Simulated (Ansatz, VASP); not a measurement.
**One calculation of BN, two programs**

Contents of INCAR:

```
  PREC = Accurate
  ENCUT = 520
  EDIFF = 1E-7
  ISMEAR = 0
  SIGMA = 0.05
  LREAL = F
  LASPH = T
  NELM = 80
  ALGO = Normal
  ISIF = 2
  LWAVE = F
  LCHARG = F
  GGA = PE
  NBANDS = 16
```

KPOINTS

```
Automatic mesh
0
Gamma
  12 12 4
```

File POSCAR:

```
BN
1.0
    2.5039917043      0.0000000000      0.0000000000
   -1.2519958522      2.1685204268      0.0000000000
    0.0000000000      0.0000000000      6.6612000000
B N
2 2
Direct
    0.4231898611      0.6666666667      0.2500000000
    0.6667090337      0.3333333333      0.7500000000
    0.3333381480      0.6666666667      0.7500000000
    0.5972817526      0.3333333333      0.2500000000
```

Input for Ansatz:

```yaml
crystal:
  lattice:
    - [2.5039917043, 0.0, 0.0]
    - [-1.2519958522, 2.1685204268, 0.0]
    - [0.0, 0.0, 6.6612]
  atoms:
    - { symbol: B, position: [0.4231898611, 0.6666666667, 0.25] }
    - { symbol: B, position: [0.6667090337, 0.3333333333, 0.75] }
    - { symbol: "N", position: [0.333338148, 0.6666666667, 0.75] }
    - { symbol: "N", position: [0.5972817526, 0.3333333333, 0.25] }
basis:
  ecutwfc: 420
kpoints:
  mp_grid: { grid: [12, 12, 4] }
hamiltonian:
  xc: pbe
scf:
  occupations: { method: gaussian, width: 0.05 }
output:
  forces: true
  stress: true
  eigenvalues: true
```

Change from the starting cell: mode 9 (1359.5 1/cm) frozen in, largest displacement +0.225 Å.

Alike in both runs: task single point; functional PBE; k mesh 12 × 12 × 4; occupations gaussian, width 0.05 eV; no spin polarisation.

|  | VASP | Ansatz |
| --- | --- | --- |
| version | VASP 6.6.1 | Ansatz 0.2.0 |
| potentials or method | VASP PAW PBE potentials, release 64 (B, N) | scalar-relativistic, plane waves, PAW |
| plane-wave cutoff (eV) | 520 | 420 |
| valence electrons in the cell | 16 | 16 |

VASP gave:

| Property | Result |
| --- | --- |
| gap on the k mesh at the Fermi level (eV) | 2.14 |
| least direct gap on the mesh (eV) | 3.48 |
| rms of the force components (eV/Å) | 9.823 |

Q: Estimate Ansatz's values.

A: gap on the k mesh at the Fermi level (eV): 2.16; least direct gap on the mesh (eV): 3.49; rms of the force components (eV/Å): 9.688.

Atom by atom the forces differ by 0.137 eV/Å (rms over components).

Caveats: forces of over 1 eV/Å show positions far from the minimum, so gaps and moduli don't describe the material at rest. A k mesh can miss the band edges.
